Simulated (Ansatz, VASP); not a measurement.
# BN in VASP and in Ansatz

The input INCAR:

```
  ALGO = Normal
  EDIFF = 1E-6
  ENCUT = 520
  GGA = PS
  ISIF = 2
  ISMEAR = 0
  LASPH = T
  LCHARG = F
  LREAL = F
  LWAVE = F
  NBANDS = 16
  NELM = 60
  PREC = Accurate
  SIGMA = 0.05
```

File KPOINTS:

```
k-points
0
Gamma
  12 12 4
```

File POSCAR:

```
BN
1.0
    2.5039917043      0.0000000000      0.0000000000
   -1.2519958522      2.1685204268      0.0000000000
    0.0000000000      0.0000000000      6.9942600000
B N
2 2
Direct
    0.3333333333      0.6666666667      0.2500000000
    0.6666666667      0.3333333333      0.7500000000
    0.3333333333      0.6666666667      0.7500000000
    0.6666666667      0.3333333333      0.2500000000
```

Input for Ansatz:

```yaml
crystal:
  lattice:
    - [2.5039917043, 0.0, 0.0]
    - [-1.2519958522, 2.1685204268, 0.0]
    - [0.0, 0.0, 6.99426]
  atoms:
    - { symbol: B, position: [0.3333333333, 0.6666666667, 0.25] }
    - { symbol: B, position: [0.6666666667, 0.3333333333, 0.75] }
    - { symbol: "N", position: [0.3333333333, 0.6666666667, 0.75] }
    - { symbol: "N", position: [0.6666666667, 0.3333333333, 0.25] }
basis:
  ecutwfc: 420
kpoints:
  mp_grid: { grid: [12, 12, 4] }
hamiltonian:
  xc: pbesol
scf:
  occupations: { method: gaussian, width: 0.05 }
output:
  forces: true
  stress: true
  eigenvalues: true
```

Change from the starting cell: strain +0.000 along x and y, +0.050 along z, atoms carried along.

Alike in both runs: task single point; functional PBEsol; k mesh 12 × 12 × 4; occupations gaussian, width 0.05 eV; no spin polarisation.

|  | VASP | Ansatz |
| --- | --- | --- |
| version | VASP 6.6.1 | Ansatz 0.2.0 |
| potentials or method | VASP PAW PBE potentials, release 64 (B, N) | scalar-relativistic, plane waves, PAW |
| plane-wave cutoff (eV) | 520 | 420 |
| valence electrons in the cell | 16 | 16 |

|  | VASP | Ansatz | Ansatz less VASP |
| --- | --- | --- | --- |
| gap on the k mesh at the Fermi level (eV) | 4.25 | 4.26 | +0.010 |
| least direct gap on the mesh (eV) | 4.60 | 4.60 | +0.007 |
| pressure (GPa) | 0.4 | 0.1 | -0.29 |
| largest component of the traceless stress (GPa) | 0.47 | 0.05 | -0.423 |

The functional is the same, so the differences come from potentials, cutoffs and numerics.

Caveats: the PAW data sets were made with another functional, which shifts forces and pressure a little (VASP); this functional lacks dispersion, which binds the layers, so the pressure and a relaxed spacing across them are unreliable. A k mesh can miss the band edges.
